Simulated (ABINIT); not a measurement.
# S (P4_2/mnm) in ABINIT: single point with LDA

Aim: the single point of S with LDA.

Program: ABINIT 10.8.3 (patched build). These are calculated values, not measurements. Logs are shortened: lines on timing, memory, paths and dates and some standing lists are left out, and cuts for length are marked. The log counts tension as positive stress, the text compression.

### Step 1. Starting point

It takes space group P4_2/mnm (No. 136, tetragonal). The conventional cell has a = 5.678 Å, b = 5.678 Å, c = 2.950 Å, α = 90.00°, β = 90.00°, γ = 90.00°. S (site symmetry m2m) has 1 S at 1.87 Å as nearest neighbours.

This isn't the form of S at room conditions, which is orthorhombic, of S8 rings.

### Step 2. Single point, LDA

File run.abi:

```
pp_dirpath "./"
pseudos "S.upf"

acell 3*1.0
rprim
    10.7299665840     0.0000000000     0.0000000000
     0.0000000000    10.7299665840     0.0000000000
     0.0000000000     0.0000000000     5.5739656191
ntypat 1
znucl 16
natom 4
typat 1 1 1 1
xcart
     6.6161898880     4.1137766960     0.0000000000
     4.1137766960     6.6161898880     0.0000000000
     1.2512065960     1.2512065960     2.7869828096
     9.4787599880     9.4787599880     2.7869828096

ecut 27.0

kptopt 1
ngkpt 4 4 7
nshiftk 1
shiftk 0.0 0.0 0.0

ixc 7

nband 16
occopt 3
tsmear 0.00183747

nstep 100
tolvrs 1.0e-10

iomode 3
prtwf 0
prtden 0
prteig 0
prtebands 0
```

Potentials or basis: PseudoDojo NC SR LDA v0.4 stringent.

Launch:

```console
$ abinit run.abi > log 2>&1
```

run.abo:

```text
.Version 10.8.3 of ABINIT
 Symmetries : space group P4_2/m n m (#136); Bravais tP (primitive tetrag.)
================================================================================
 Values of the parameters that define the memory need of the present run
     intxc =       0    ionmov =       0      iscf =       7    lmnmax =       6
     lnmax =       6     mgfft =      54  mpssoang =       3    mqgrid =    3001
     natom =       4  nloc_mem =       1    nspden =       1   nspinor =       1
    nsppol =       1      nsym =      16    n1xccc =    2501    ntypat =       1
    occopt =       3   xclevel =       1
       mpw =        4357          nfft =       87480          nkpt =          24
================================================================================
================================================================================

--------------------------------------------------------------------------------
------------- Echo of variables that govern the present computation ------------
--------------------------------------------------------------------------------
 -outvars: echo values of preprocessed input variables --------
            acell      1.0000000000E+00  1.0000000000E+00  1.0000000000E+00 Bohr
              amu      3.20660000E+01
             ecut      2.70000000E+01 Hartree
              ixc           7
         kptrlatt        4    0    0      0    4    0      0    0    7
          kptrlen      3.90177593E+01
            natom           4
            nband          16
            ngfft          54      54      30
             nkpt          24
            nstep         100
             nsym          16
           ntypat           1
           occopt           3
           prtden           0
        prtebands           0
           prteig           0
            prtwf           0
            rprim      1.0729966584E+01  0.0000000000E+00  0.0000000000E+00
                       0.0000000000E+00  1.0729966584E+01  0.0000000000E+00
                       0.0000000000E+00  0.0000000000E+00  5.5739656191E+00
          spgroup         136
           tolvrs      1.00000000E-10
           tsmear      1.83747000E-03 Hartree
            typat      1  1  1  1
           xangst      3.5011369094E+00  2.1769168768E+00  1.3229258813E-11
                       2.1769168768E+00  3.5011369094E+00  1.3229258813E-11
                       6.6211001629E-01  6.6211001629E-01  1.4748077890E+00
                       5.0159437699E+00  5.0159437699E+00  1.4748077890E+00
            xcart      6.6161898880E+00  4.1137766960E+00  2.4999676005E-11
                       4.1137766960E+00  6.6161898880E+00  2.4999676005E-11
                       1.2512065960E+00  1.2512065960E+00  2.7869828096E+00
                       9.4787599880E+00  9.4787599880E+00  2.7869828096E+00
             xred      6.1660862000E-01  3.8339138000E-01  4.4850789749E-12
                       3.8339138000E-01  6.1660862000E-01  4.4850789749E-12
                       1.1660862000E-01  1.1660862000E-01  5.0000000000E-01
                       8.8339138000E-01  8.8339138000E-01  5.0000000000E-01
            znucl       16.00000

================================================================================

 chkinp: Checking input parameters for consistency.

================================================================================
== DATASET  1 ==================================================================

--- !DatasetInfo
iteration_state: {dtset: 1, }
dimensions: {natom: 4, nkpt: 24, mband: 16, nsppol: 1, nspinor: 1, nspden: 1, mpw: 4357, }
cutoff_energies: {ecut:  27.0, pawecutdg:  -1.0, }
electrons: {nelect:   2.40000000E+01, charge:   0.00000000E+00, occopt:   3.00000000E+00, tsmear:   1.83747000E-03, }
meta: {optdriver: 0, ionmov: 0, optcell: 0, iscf: 7, paral_kgb: 0, }
...

 Exchange-correlation functional for the present dataset will be:
  LDA: Perdew-Wang 92 LSD fit to Ceperley-Alder data - ixc=7
  J.P.Perdew and Y.Wang, PRB 45, 13244 (1992)

 Real(R)+Recip(G) space primitive vectors, cartesian coordinates (Bohr,Bohr^-1):
 R(1)= 10.7299666  0.0000000  0.0000000  G(1)=  0.0931969  0.0000000  0.0000000
 R(2)=  0.0000000 10.7299666  0.0000000  G(2)=  0.0000000  0.0931969  0.0000000
 R(3)=  0.0000000  0.0000000  5.5739656  G(3)=  0.0000000  0.0000000  0.1794055
 Unit cell volume ucvol=  6.4174283E+02 bohr^3
 Angles (23,13,12)=  9.00000000E+01  9.00000000E+01  9.00000000E+01 degrees

 getcut: wavevector=  0.0000  0.0000  0.0000  ngfft=  54  54  30
         ecut(hartree)=     27.000   => boxcut(ratio)=   2.15153

--- Pseudopotential description ------------------------------------------------
- pspini: atom type   1  psp file is ./S.upf
12 -1012 2 -1 1132                            pspcod,pspxc,lmax,lloc,mmax
     nproj     2     2     2

   8.30061152E+02                                ecore*ucvol(ha*bohr**3)
--------------------------------------------------------------------------------

================================================================================

--- !BeginCycle
iteration_state: {dtset: 1, }
solver: {iscf: 7, nstep: 100, nline: 4, wfoptalg: 0, }
tolerances: {tolvrs: 1.00E-10, }
...

     iter   Etot(hartree)      deltaE(h)  residm     vres2
 ETOT  1  -44.158735164078    -4.416E+01 4.760E-02 3.317E+01
 ETOT  2  -44.184799391993    -2.606E-02 1.344E-03 1.290E+00
 ETOT  3  -44.185156318868    -3.569E-04 2.258E-04 1.208E-01
 ETOT  4  -44.185170812315    -1.449E-05 4.562E-05 4.209E-03
 ETOT  5  -44.185171147223    -3.349E-07 1.435E-05 2.275E-04
 ETOT  6  -44.185171159324    -1.210E-08 3.314E-06 4.089E-06
 ETOT  7  -44.185171159599    -2.749E-10 1.037E-06 1.075E-08
 ETOT  8  -44.185171159601    -2.579E-12 2.474E-07 8.216E-11

 At SCF step    8       vres2   =  8.22E-11 < tolvrs=  1.00E-10 =>converged.

 Cartesian components of stress tensor (hartree/bohr^3)
  sigma(1 1)=  3.96105199E-05  sigma(3 2)=  0.00000000E+00
  sigma(2 2)=  3.96105199E-05  sigma(3 1)=  0.00000000E+00
  sigma(3 3)=  7.94774238E-05  sigma(2 1)=  0.00000000E+00

--- !ResultsGS
iteration_state: {dtset: 1, }
comment   : Summary of ground state results
lattice_vectors:
- [ 10.7299666,   0.0000000,   0.0000000, ]
- [  0.0000000,  10.7299666,   0.0000000, ]
- [  0.0000000,   0.0000000,   5.5739656, ]
lattice_lengths: [  10.72997,   10.72997,    5.57397, ]
lattice_angles: [ 90.000,  90.000,  90.000, ] # degrees, (23, 13, 12)
lattice_volume:   6.4174283E+02
convergence: {deltae: -2.579E-12, res2:  8.216E-11, residm:  2.474E-07, diffor: null, }
etotal    :  -4.41851712E+01
entropy   :   0.00000000E+00
fermie    :   8.59451932E-02
cartesian_stress_tensor: # hartree/bohr^3
- [  3.96105199E-05,   0.00000000E+00,   0.00000000E+00, ]
- [  0.00000000E+00,   3.96105199E-05,   0.00000000E+00, ]
- [  0.00000000E+00,   0.00000000E+00,   7.94774238E-05, ]
pressure_GPa:  -1.5564E+00
xred      :
- [  6.1661E-01,   3.8339E-01,   4.4851E-12,  S]
- [  3.8339E-01,   6.1661E-01,   4.4851E-12,  S]
- [  1.1661E-01,   1.1661E-01,   5.0000E-01,  S]
- [  8.8339E-01,   8.8339E-01,   5.0000E-01,  S]
cartesian_forces: # hartree/bohr
- [  7.55207797E-03,  -7.55207797E-03,  -0.00000000E+00, ]
- [ -7.55207797E-03,   7.55207797E-03,  -0.00000000E+00, ]
- [  7.55207797E-03,   7.55207797E-03,  -0.00000000E+00, ]
- [ -7.55207797E-03,  -7.55207797E-03,  -0.00000000E+00, ]
force_length_stats: {min:   1.06802511E-02, max:   1.06802511E-02, mean:   1.06802511E-02, }
...

 Integrated electronic density in atomic spheres:
 ------------------------------------------------
 Atom  Sphere_radius  Integrated_density
    1        2.00000          3.89004009
    2        2.00000          3.89004009
    3        2.00000          3.89004009
    4        2.00000          3.89004009
================================================================================

 ----iterations are completed or convergence reached----

 Mean square residual over all n,k,spin=   71.199E-11; max=  24.742E-08
 reduced coordinates (array xred) for    4 atoms
       0.616608619999      0.383391380001      0.000000000004
       0.383391380001      0.616608619999      0.000000000004
       0.116608619999      0.116608619999      0.500000000004
       0.883391380001      0.883391380001      0.500000000004
 rms dE/dt=  6.6164E-02; max dE/dt=  8.1034E-02; dE/dt below (all hartree)
    1      -0.081033544247      0.081033544247      0.000000000000
    2       0.081033544247     -0.081033544247      0.000000000000
    3      -0.081033544247     -0.081033544247      0.000000000000
    4       0.081033544247      0.081033544247      0.000000000000

 cartesian coordinates (angstrom) at end:
    1      3.50113690936126     2.17691687679019     0.00000000001323
    2      2.17691687679019     3.50113690936126     0.00000000001323
    3      0.66211001628553     0.66211001628553     1.47480778900498
    4      5.01594376986592     5.01594376986592     1.47480778900498

 cartesian forces (hartree/bohr) at end:
    1      0.00755207796900    -0.00755207796900    -0.00000000000000
    2     -0.00755207796900     0.00755207796900    -0.00000000000000
    3      0.00755207796900     0.00755207796900    -0.00000000000000
    4     -0.00755207796900    -0.00755207796900    -0.00000000000000
 frms,max,avg= 6.1662458E-03 7.5520780E-03   0.000E+00  0.000E+00  0.000E+00 h/b

 cartesian forces (eV/Angstrom) at end:
    1      0.38834346317200    -0.38834346317200    -0.00000000000000
    2     -0.38834346317200     0.38834346317200    -0.00000000000000
    3      0.38834346317200     0.38834346317200    -0.00000000000000
    4     -0.38834346317200    -0.38834346317200    -0.00000000000000
 frms,max,avg= 3.1708111E-01 3.8834346E-01   0.000E+00  0.000E+00  0.000E+00 e/A
 length scales=  1.000000000000  1.000000000000  1.000000000000 bohr
              =  0.529177210544  0.529177210544  0.529177210544 angstroms
 Fermi (or HOMO) energy (hartree) =   0.08595   Average Vxc (hartree)=  -0.34105
 Eigenvalues (hartree) for nkpt=  24  k points:
 kpt#   1, nband= 16, wtk=  0.00893, kpt=  0.0000  0.0000  0.0000 (reduced coord)
  -0.51983   -0.49917   -0.30271   -0.30271   -0.11084   -0.09145   -0.07103   -0.07103
  -0.00089    0.04928    0.06770    0.12437    0.19329    0.19329    0.25955    0.25955
      occupation numbers for kpt#   1
   2.00000    2.00000    2.00000    2.00000    2.00000    2.00000    2.00000    2.00000
   2.00000    2.00000    1.99990    0.00000    0.00000    0.00000    0.00000    0.00000
 prteigrs : prtvol=0 or 1, do not print more k-points.

--- !EnergyTerms
iteration_state     : {dtset: 1, }
comment             : Components of total free energy in Hartree
kinetic             :  1.52868335419501E+01
hartree             :  6.76217060191897E+00
xc                  : -1.24960299817488E+01
Ewald energy        : -3.45585108860909E+01
psp_core            :  1.29344826974995E+00
local_psp           : -2.65934248717682E+01
non_local_psp       :  6.12069377516512E+00
internal            : -4.41848195508237E+01
'-kT*entropy'       : -3.51608777612547E-04
total_energy        : -4.41851711596013E+01
total_energy_eV     : -1.20233975876869E+03
band_energy         : -3.59094241971776E+00
...

 Cartesian components of stress tensor (hartree/bohr^3)
  sigma(1 1)=  3.96105199E-05  sigma(3 2)=  0.00000000E+00
  sigma(2 2)=  3.96105199E-05  sigma(3 1)=  0.00000000E+00
  sigma(3 3)=  7.94774238E-05  sigma(2 1)=  0.00000000E+00

-Cartesian components of stress tensor (GPa)         [Pressure= -1.5564E+00 GPa]
- sigma(1 1)=  1.16538173E+00  sigma(3 2)=  0.00000000E+00
- sigma(2 2)=  1.16538173E+00  sigma(3 1)=  0.00000000E+00
- sigma(3 3)=  2.33830654E+00  sigma(2 1)=  0.00000000E+00

== END DATASET(S) ==============================================================
================================================================================

 -outvars: echo values of variables after computation  --------
            acell      1.0000000000E+00  1.0000000000E+00  1.0000000000E+00 Bohr
           etotal     -4.4185171160E+01
            fcart      7.5520779690E-03 -7.5520779690E-03 -0.0000000000E+00
                      -7.5520779690E-03  7.5520779690E-03 -0.0000000000E+00
                       7.5520779690E-03  7.5520779690E-03 -0.0000000000E+00
                      -7.5520779690E-03 -7.5520779690E-03 -0.0000000000E+00
            rprim      1.0729966584E+01  0.0000000000E+00  0.0000000000E+00
                       0.0000000000E+00  1.0729966584E+01  0.0000000000E+00
                       0.0000000000E+00  0.0000000000E+00  5.5739656191E+00
           strten      3.9610519850E-05  3.9610519850E-05  7.9477423782E-05
                       0.0000000000E+00  0.0000000000E+00  0.0000000000E+00
           xangst      3.5011369094E+00  2.1769168768E+00  1.3229258813E-11
                       2.1769168768E+00  3.5011369094E+00  1.3229258813E-11
                       6.6211001629E-01  6.6211001629E-01  1.4748077890E+00
                       5.0159437699E+00  5.0159437699E+00  1.4748077890E+00
             xred      6.1660862000E-01  3.8339138000E-01  4.4850789749E-12
                       3.8339138000E-01  6.1660862000E-01  4.4850789749E-12
                       1.1660862000E-01  1.1660862000E-01  5.0000000000E-01
                       8.8339138000E-01  8.8339138000E-01  5.0000000000E-01
 Calculation completed.
```

Wall time 27 s (1 thread of Intel Xeon 6975P-C (Granite Rapids), shared host); peak memory 0.09 GiB.

What came out:

- Free energy: -1202.3398 eV
- Pressure: -1.6 GPa
- Largest force: 0.549 eV/Å
- Band gap on the k mesh: none (metal or under the smearing width)
- Valence electrons inside the program's atomic spheres: S 3.89 (radii [1.0584] Å)

Forces in eV/Å, atoms in the order of the input:
```
S    0.388 -0.388  0.000
S   -0.388  0.388  0.000
S    0.388  0.388  0.000
S   -0.388 -0.388  0.000
```
